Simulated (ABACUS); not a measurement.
Runs of ABACUS 3.10.1 on BAs. It takes space group F-43m (No. 216, cubic). The conventional cell has a = 4.777 Å, b = 4.777 Å, c = 4.777 Å, α = 90.00°, β = 90.00°, γ = 90.00°. As (site symmetry -43m) has 4 B at 2.07 Å as nearest neighbours. Around B (site symmetry -43m) lie 4 As at 2.07 Å. 

```csv
task,level,potentials or basis,cell,k mesh,cutoff (eV),SCF threshold on the density,eigensolver,symmetry key,max steps of the relaxation,force threshold,pressure (GPa),V0 of scaled cells (Å³/atom),B0 (GPa)
equation of state,PBEsol,"PseudoDojo NC SR 0.4.1 PBEsol standard, plane waves",as given,8 × 8 × 8,1143,1e-08,dav,1,-,-,-,13.56,(b)
equation of state,PBE,"PseudoDojo NC SR 0.4.1 PBE standard, plane waves",as given,10 × 10 × 10,1143,1e-08,dav,1,-,-,-,(a),131
single point,r2SCAN,"SG15 ONCV 1.2 PBE, plane waves",as given,6 × 6 × 6,1320,1e-08,dav,1,-,-,2.0,-,-
relaxation of cell and atoms,PBE,"SPMS ONCV 1.0 PBE, TZDP LCAO (the cutoffs set its grid)",relaxed,9 × 9 × 9,1361,1e-07,genelpa,1,60,0.02 eV/Å,0.0,-,-
```

Alike in all rows: no spin polarisation; smearing fermi-dirac 0.05 eV.

Q: Fill in the values left out.

A: (a) 13.90; (b) 140.

Caveats: the potentials were made for another functional, which shifts forces and pressure (some runs); the atomic orbitals were generated for these runs and aren't a published set (some runs); the basis of atomic orbitals isn't converged, which shifts pressures, moduli and gaps (some runs).

Not every run made on this cell is shown here.
